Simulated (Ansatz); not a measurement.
**Sc$_{2}$Al (P6_3/mmc), zone-centre modes**

These are results of DFT PBEsol, scalar-relativistic, plane waves, PAW in Ansatz, not measurements. Cutoff 420 eV, Γ-centred 12×12×8 k-points, Gaussian smearing of 0.15 eV. No spin polarisation.

Zero of the scan (relaxed at this level; it needn't be the usual structure):

```
Sc Al
1.0
     4.85090    0.00000    0.00000
    -2.42545    4.20100    0.00000
     0.00000    0.00000    6.08545
Sc Al
4 2
Cartesian
  0.0000 0.0000 0.0000
  0.0000 0.0000 3.0427
  0.0000 2.8007 4.5641
  2.4254 1.4003 1.5214
  0.0000 2.8007 1.5214
  2.4254 1.4003 4.5641
```

Harmonic modes by finite displacements of 0.02 Å, without the LO–TO term.

Problem. At this geometry, is the structure stable against these modes?

Solution. Yes: no mode is imaginary beyond 10 cm⁻¹, and only the three translations lie near zero.

Problem. List the wavenumbers in cm⁻¹.

Solution. 0, 0, 0, 91, 145, 145, 171, 171, 205, 210, 210, 225, 234, 235, 300, 300, 307, 307.

Cost: 1 run of about 7.4 core-minutes, on Intel Xeon Platinum 8259CL (Skylake/Cascade Lake) (shared hosts).